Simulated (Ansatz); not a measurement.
Input for Ansatz (plane-wave DFT, PAW):

```yaml
crystal:
  lattice:
    - [0.0, 2.4046545, 2.4046545]
    - [2.4046545, 0.0, 2.4046545]
    - [2.4046545, 2.4046545, 0.0]
  atoms:
    - { symbol: Hf, position: [0.5, 0.5, 0.5] }
    - { symbol: C, position: [0.0, 0.0, 0.0] }
basis:
  ecutwfc: 420
kpoints:
  mp_grid: { grid: [16, 16, 16] }
hamiltonian:
  xc: pbe
scf:
  occupations: { method: gaussian, width: 0.1 }
output:
  forces: true
  stress: true
  eigenvalues: true
```

Launched with
```bash
ansatz run input.yaml --threads 1 --pin off --max-ram 1331MiB --backend cpu --events-out ev --progress --plain --runs-dir out
```

All numbers below come from Ansatz 0.2.0, DFT PBE, scalar-relativistic, plane waves, PAW.

From the run's log, abridged (final results; tables in files aren't shown):

```
SCF 1 converged in 6 iterations: F = -15973.969590 eV  dr2 = 1.28e-8
SCF converged after 6 iterations
Free energy (F): -15973.969590 eV
Harris-Foulkes:  -15973.969590 eV  (|F-HF|=1.87e-10)
Internal energy: -15973.967760 eV  (E = F + TS)
E sigma→0 (E₀):  -15973.968675 eV
Entropy (-TS):   -0.001830 eV (-0.915 meV/atom)
Fermi energy:    18.016209 eV
--- Per-component energies (eV) ---
  E_band       = 40.736042
  E_kinetic    = 504.092049
  E_local      = -5257.516361  (includes V_loc(G=0)·N_el)
  E_nonlocal   = -1218.034657
  E_hartree    = 2458.115263
  E_xc         = -346.494770
  E_vxc        = -323.743189  (∫ρ·V_xc dr)
  E_paw        = -7025.040984  (= ΣΔE_a)
  E_vpaw       = 1419.710030  (= ΣTr[D̂ρ^β])
  E_aug_tail   = 0.000006  (compensation charges beyond the density's cutoff)
  E_ewald      = -5089.088305
  E_smearing   = -0.001830  (= −TS)
--- Forces (eV/Å), atoms counted from 1 ---
  atom   1  Hf     0.00000000     0.00000000     0.00000000
  atom   2  C      0.00000000     0.00000000     0.00000000
--- Stress (GPa, compression-positive) ---
      -19.193228       0.000000       0.000000
        0.000000     -19.193228       0.000000
        0.000000       0.000000     -19.193228
  P = ⅓ Tr σ = -19.1932 GPa (-191.932 kbar)
--- Band table (eV; the first three rows and the last of 145) ---
  k-point 0: bands = ["-43.5369", "-12.0031", "-12.0031", "-12.0031", "6.1996", "6.4815", "6.4993", "6.4993", "6.4993", "6.5497", "6.5497", "6.5497", "18.9917", "18.9917", "18.9917", "19.3466", "19.3466", "19.3466", "21.0819"]
  k-point 1: bands = ["-43.5360", "-12.0214", "-12.0049", "-12.0049", "6.2726", "6.4826", "6.5008", "6.5008", "6.5101", "6.5482", "6.5482", "6.5498", "18.2902", "18.5221", "18.5221", "19.5448", "19.5448", "19.7915", "21.5307"]
  k-point 2: bands = ["-43.5334", "-12.0731", "-12.0103", "-12.0103", "6.4105", "6.4856", "6.5053", "6.5053", "6.5439", "6.5439", "6.5499", "6.6179", "17.2828", "17.7903", "17.7903", "19.8445", "19.8445", "20.1527", "22.4861"]
  k-point 144: bands = ["-43.5047", "-12.2867", "-12.2867", "-12.1700", "6.5039", "6.5115", "6.5131", "6.5131", "6.5219", "6.5360", "6.5360", "8.6520", "15.2614", "15.3941", "15.3941", "21.3872", "21.3872", "23.9727", "24.1684"]
```

The run converged.

Spin–orbit coupling is left out, which can shift energies with elements as heavy as these.